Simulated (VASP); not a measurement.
SnO2, 6 atoms in the cell. Symmetry: P4_2/mnm, No. 136, tetragonal system. Conventional cell: a = 4.771 Å, b = 4.771 Å, c = 3.217 Å, α = 90.00°, β = 90.00°, γ = 90.00°. Sn (site symmetry mmm) is surrounded by 6 O at 2.07 Å. O (site symmetry m2m) has 3 Sn at 2.07 Å as nearest neighbours. 

```yaml
Program: VASP 6.6.1
Task: relaxation of cell and atoms
Functional: PBEsol
Potentials_or_basis: VASP PAW PBE potentials, release 64 (Sn_d, O)
Cutoff: 600 eV
k_mesh: 6 × 6 × 8
Occupations: gaussian, width 0.03 eV
Spin: no spin polarisation
Further_INCAR_settings: ALGO = Normal; EDIFF = 1e-07; IBRION = 2; EDIFFG = -0.005; NSW = 90; ISIF = 3
```

Potentials or basis: VASP PAW PBE potentials, release 64 (Sn_d, O).

Command:

```sh
$ cat potpaw_PBE.64/Sn_d/POTCAR potpaw_PBE.64/O/POTCAR > POTCAR
$ mpirun -np 2 vasp_std > vasp.out
```

Hardware: 2 MPI ranks on Intel(R) Xeon(R) 6975P-C (Granite Rapids), with other jobs on the host.

Q: Estimate the wall time of this run.

A: Wall time 54 s on 2 MPI ranks on Intel(R) Xeon(R) 6975P-C (Granite Rapids), on a shared host, peak memory 0.27 GiB a rank. Counts: scf iterations 26, k points 50, ion steps 3.
